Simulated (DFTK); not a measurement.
# TaN under changes of volume

One of the cells (10.813 Å³/atom); the others are scaled copies at fixed shape and fractional positions:

```xyz
2
Lattice="0.0000 2.2113 2.2113 2.2113 0.0000 2.2113 2.2113 2.2113 0.0000" Properties=species:S:1:pos:R:3 pbc="T T T"
Ta    2.2113    2.2113    2.2113
N     0.0000    0.0000    0.0000
```

The cell comes from a database or a generator and needn't be the stable form of this composition.

* Program: DFTK 0.8.2
* Functional: PBEsol
* Potentials or basis: PseudoDojo 0.4 stringent (PBEsol)
* Cutoff: 1796 eV
* k mesh: 6 × 6 × 6
* Occupations: fermi-dirac, width 0.05 eV
* Spin: no spin polarisation

| volume (Å³/atom) | energy over the lowest point (meV/atom) | pressure (GPa) |
| --- | --- | --- |
| 10.164 | 9.56 | 11.2 |
| 10.381 | 0.00 | 3.1 |
| 10.597 | 0.77 | -4.1 |
| 10.813 | ? | ? |
| 11.030 | 29.09 | -16.4 |
| 11.246 | 54.78 | -21.6 |
| 11.462 | 87.09 | -26.2 |

**Question.** What does the run at 10.813 Å³/atom give?

**Answer.** Energy over the lowest point 10.80 meV/atom; pressure -10.6 GPa.

Worked out: A Birch-Murnaghan fit of order 3 (a polynomial in V^(-2/3)) to the other rows has its minimum at 10.47 Å³/atom with B0 = V·E''(V) = 352 GPa and B' = 4.3. It gives 10.75 meV/atom at 10.813 Å³/atom, against the run's 10.80, and -dE/dV = -10.6 GPa, against -10.6.

Energies are extrapolated to zero smearing.

Caveats: all runs use coarse meshes.
